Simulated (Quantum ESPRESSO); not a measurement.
**Canted and collinear textures of FeCo (Wairauite)**

Aim: see whether a non-collinear arrangement of the moments of FeCo (Wairauite) lies under the collinear ones.

Main program and level: Quantum ESPRESSO 7.5; LDA; plane waves with GBRV 1.5 LDA potentials, no spin-orbit coupling.

Report form: the programs' logs are mostly left out.

## (1) Set-up

The structure is cubic, space group Pm-3m (No. 221). The conventional cell has a = 2.857 Å, b = 2.857 Å, c = 2.857 Å, α = 90.00°, β = 90.00°, γ = 90.00°. Fe has 8 Co at 2.47 Å nearest. Nearest to Co lie 8 Fe at 2.47 Å. Farther neighbours are not listed.

The cell comes from the Crystallography Open Database.

The settings of this session are cheaper than careful work needs (see the inputs), so it shows what such settings give, not the properties of the crystal.

## (2) Start 1: collinear parallel

pw.in reads:

```
&CONTROL
  calculation = 'scf'
  prefix = 'pwscf'
  outdir = './tmp'
  pseudo_dir = './pseudo'
  disk_io = 'nowf'
/
&SYSTEM
  ibrav = 0
  nat = 2
  ntyp = 2
  ecutwfc = 30
  ecutrho = 210
  nbnd = 48
  occupations = 'smearing'
  smearing = 'fd'
  degauss = 0.00734986
  noncolin = .true.
  starting_magnetization(1) = 0.175
  angle1(1) = 0
  angle2(1) = 0
  starting_magnetization(2) = 0.1176
  angle1(2) = 0
  angle2(2) = 0
/
&ELECTRONS
  conv_thr = 2d-08
  electron_maxstep = 150
  mixing_beta = 0.3
/
ATOMIC_SPECIES
Fe     55.8450 fe_lda_v1.5.uspp.F.UPF
Co     58.9332 co_lda_v1.2.uspp.F.UPF
CELL_PARAMETERS angstrom
   2.8570000000    0.0000000000    0.0000000000
   0.0000000000    2.8570000000    0.0000000000
   0.0000000000    0.0000000000    2.8570000000
ATOMIC_POSITIONS crystal
Fe      0.5000000000    0.5000000000    0.5000000000
Co      0.0000000000    0.0000000000    0.0000000000
K_POINTS automatic
6 6 6 0 0 0
```

The run is started by

```console
$ OMP_NUM_THREADS=1 mpirun -n 4 pw.x -nk 4 -in pw.in > pw.out
```

Run time: 11 s. Hardware: 4 MPI ranks of Arm Neoverse V2, shared host; peak memory 0.26 GiB.

Spin moment in the atom's sphere by atom:

```tsv
atom	x (μB)	y (μB)	z (μB)	size
Fe1	0.00	0.00	2.82	2.82
Co2	0.00	0.00	1.86	1.86
```

Numbers from this step:

| Item | Value |
| --- | --- |
| smearing term TS | 0.04829 eV |
| magnetization | 0, 0, 4.651 μB |
| absolute magnetization | 4.774 μB |
| final state | ferromagnetic |

## (3) Start 2: random 2

Changes to pw.in since step 2:

```diff
@@ -19,7 +19,8 @@
   starting_magnetization(1) = 0.175
-  angle1(1) = 0
-  angle2(1) = 0
-  starting_magnetization(2) = 0.1176
-  angle1(2) = 0
-  angle2(2) = 0
+  angle1(1) = 116.356
+  angle2(1) = -155.895
+  starting_magnetization(2) = 0.1177
+  angle1(2) = 110.177
+  angle2(2) = 122.251
+  nosym = .true.
 /
```

It took 64 s on 4 MPI ranks; peak memory 0.37 GiB.

Spin moment in the atom's sphere by atom:

```tsv
atom	x (μB)	y (μB)	z (μB)	size
Fe1	-2.41	-0.58	-1.34	2.82
Co2	-1.59	-0.38	-0.89	1.86
```

Numbers from this step:

```yaml
smearing_term_ts: 0.04828 eV
magnetization: -3.977, -0.952, -2.218 μB
absolute_magnetization: 4.774 μB
final_state: ferromagnetic
```

Valence density in the ac plane at fractional y = 0.000, with atoms of Co within 0.2 Å of it. It is the smooth field of the valence electrons, not physical close to the nuclei.

Ten steps, logarithmic in the rise over the least value, from '_' (0 e/Å³) to '@' (46 e/Å³), each cell a mean:
```
@@%%**--..__________::==##@@
####++::..__________..--**##
++==--..____________..::--==
::::..________________....::
____________________________
____________________________
____________________________
____________________________
____________________________
....____________________....
----::..______________..::--
****==::____________..--++**
%%%%**--..__________::==##%%
@@%%**--..__________::++##@@
```
Columns run along a (2.9 Å), rows up along c (2.9 Å). Atoms in or near the plane, at fractional coordinates: Co at (0.00, 0.00).

## (4) Start 3: two sublattices 120 degrees apart

Changes to pw.in since step 3:

```diff
@@ -19,8 +19,7 @@
   starting_magnetization(1) = 0.175
-  angle1(1) = 116.356
-  angle2(1) = -155.895
-  starting_magnetization(2) = 0.1177
-  angle1(2) = 110.177
-  angle2(2) = 122.251
-  nosym = .true.
+  angle1(1) = 90
+  angle2(1) = 0
+  starting_magnetization(2) = 0.1176
+  angle1(2) = 90
+  angle2(2) = 119.999
 /
```

The job ended after 25 s (4 MPI ranks; peak memory 0.29 GiB; 1.7 min of CPU time).

Spin moment in the atom's sphere by atom:

```tsv
atom	x (μB)	y (μB)	z (μB)	size
Fe1	2.76	0.54	0.00	2.82
Co2	1.82	0.36	0.00	1.86
```

Numbers from this step:

- smearing term TS: 0.04829 eV
- magnetization: 4.564, 0.899, 0 μB
- absolute magnetization: 4.774 μB
- final state: ferromagnetic

## (5) Start 4: random 1

Changes to pw.in since step 4:

```diff
@@ -18,8 +18,9 @@
   noncolin = .true.
-  starting_magnetization(1) = 0.175
-  angle1(1) = 90
-  angle2(1) = 0
+  starting_magnetization(1) = 0.1749
+  angle1(1) = 58.184
+  angle2(1) = 37.49
   starting_magnetization(2) = 0.1176
-  angle1(2) = 90
-  angle2(2) = 119.999
+  angle1(2) = 55.304
+  angle2(2) = -161.631
+  nosym = .true.
 /
```

Elapsed: 97 s, on 4 MPI ranks; peak memory 0.37 GiB.

Spin moment in the atom's sphere by atom:

```tsv
atom	x (μB)	y (μB)	z (μB)	size
Fe1	2.10	1.47	1.17	2.82
Co2	1.38	0.97	0.77	1.86
```

Numbers from this step:

```
smearing term TS       : 0.04830 eV
magnetization          : 3.462, 2.432, 1.932 μB
absolute magnetization : 4.774 μB
final state            : ferromagnetic
```

## (6) A faulty input

As a test, an input with a fault in it is run.

Changes to pw.in since step 5:

```diff
@@ -13,3 +13,3 @@
   ecutrho = 210
-  nbnd = 48
+  nbnd = 26
   occupations = 'smearing'
@@ -17,10 +17,5 @@
   degauss = 0.00734986
-  noncolin = .true.
-  starting_magnetization(1) = 0.1749
-  angle1(1) = 58.184
-  angle2(1) = 37.49
+  nspin = 2
+  starting_magnetization(1) = 0.175
   starting_magnetization(2) = 0.1176
-  angle1(2) = 55.304
-  angle2(2) = -161.631
-  nosym = .true.
 /
@@ -28,4 +23,5 @@
   conv_thr = 2d-08
-  electron_maxstep = 150
-  mixing_beta = 0.3
+  electron_maxstep = 60
+  mixing_beta = 0.003
+  mixing_ndim = 1
 /
```

Wall time 7.6 s (4 MPI ranks); peak memory 0.22 GiB.

Residual by cycle:

cycle, log10 residual and a bar from the least value:
```
        1        2.5 ##############################
        6        1.8 ########################
       12        1.3 ###################
       17        0.8 ###############
       22        0.6 #############
       28        0.4 ############
       33        0.1 #########
       39       -0.2 #######
       44       -0.3 ######
       49       -0.5 ####
       55       -0.9 #
       60       -1.0
```

The run stopped without converging, so none of its numbers is a property of the system.

After 60 cycles the residual stands at 0.11, still falling. The cap of 60 cycles in the input ended the loop.

The fault put into the input: mixing far too weak.

## (7) Ranking

Textures, by row:

```tsv
start	final state	energy over the lowest (meV a seeded atom)	smallest moment (μB)	largest moment (μB)	net moment (μB a cell)	angles to the first moment (degrees)
collinear parallel	ferromagnetic	0	1.857	2.815	4.651	0
random 2	ferromagnetic	0	1.857	2.815	4.652	0
two sublattices 120 degrees apart	ferromagnetic	0	1.857	2.815	4.651	0
random 1	ferromagnetic	0	1.857	2.815	4.651	0
```

## (8) Summary of results

- lowest start: collinear parallel, random 2, two sublattices 120 degrees apart and random 1
- its final state: ferromagnetic
- its moments: 1.86 to 2.82 μB
- its net moment: 4.65 μB a cell

What this shows: No finished start ends non-collinear. The mesh is coarse, so differences of some ten meV can be noise where moments are itinerant. Without spin–orbit coupling only the angles between moments matter. The cell holds only so many moments, so longer spirals cannot form in it. Energies are free energies at an electronic temperature of 1160 K, which lowers moments and differences where the moments are itinerant. The cutoff lies under the 40 Ry that these files are usually run at.

[Logs and program files are shortened in this print: banners, set-up blocks, solver, clock and traceback lines can be left out without a mark of their own.]

[Logs are printed without paths, hosts, clocks, repeated set-up lines and the standing remarks that a program may print on its own settings, such as how far it seeks lower states.]

[Hosts, paths, dates, database ids (printed as entryN), source tags and the programs' standing remarks are cut or masked in the printed files.]

[Where a cell is said to come from a database of computed structures, the database is the Materials Project.]
